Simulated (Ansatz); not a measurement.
AlSb (zinc blende), relaxed with PBEsol (Ansatz, an electronic-structure program, plane waves, PAW): a = b = c = 6.1571 Å, α = β = γ = 90.00°.

```
Property              Value
--------------------  -----
gap (eV)               1.14
B₀ by P(V) fit (GPa)   53.7
```

Problem. The same phase is relaxed and computed with HSE06 in the same code. What are the cell and these values now?

Solution. a = b = c = 6.170 Å, α = β = γ = 90.00°.

* **gap (eV)**: 1.77
* **B₀ by P(V) fit (GPa)**: 56.2

All cells were relaxed under the symmetry of their starts (and spin orders); stability against distortions was not tested throughout. Scalar-relativistic: spin–orbit coupling is off unless named, which matters more the heavier the elements.

Potentials: the later of the program's two PAW sets.

Ansatz is a plane-wave DFT program.
